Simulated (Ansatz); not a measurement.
Consider the substitution at a C–C bond: `FC(F)(F)CC(Cl)Cl` + HCl → `ClCC(Cl)Cl` + `FC(F)F`.

Gas-phase electronic energies from Ansatz, PBE0-D4/def2-TZVP geometries. CBS: MP2 limit from def2 TZ/QZ plus the TZ coupled-cluster correction, frozen cores. This one scheme is used for every species. DFT in def2-TZVPP. Each species was taken in one conformer, which may not be the lowest.

| species | LC-ωPBE energy (Eh) |
| --- | --- |
| `FC(F)(F)CC(Cl)Cl` | -1335.79229 |
| HCl | -460.69673 |
| `ClCC(Cl)Cl` | -1458.26261 |
| `FC(F)F` | -338.21103 |

Q: Work out ΔE.

A: ΔE = (-1458.26261) + (-338.21103) − (-1335.79229) − (-460.69673) = 0.01538 Eh = +40.4 kJ/mol. CCSD(T)/CBS gives +38.4 kJ/mol.

Largest T1 diagnostic among the species: 0.012.

From PBE to PBE0 (25 % exact exchange), in def2-TZVPP and without D4, ΔE moves by +3.7 kJ/mol. In def2-TZVPP, CCSD(T) changes the Hartree–Fock value by +8.7 kJ/mol (the triples alone add −0.2 kJ/mol) and MP2 by +4.2 kJ/mol.
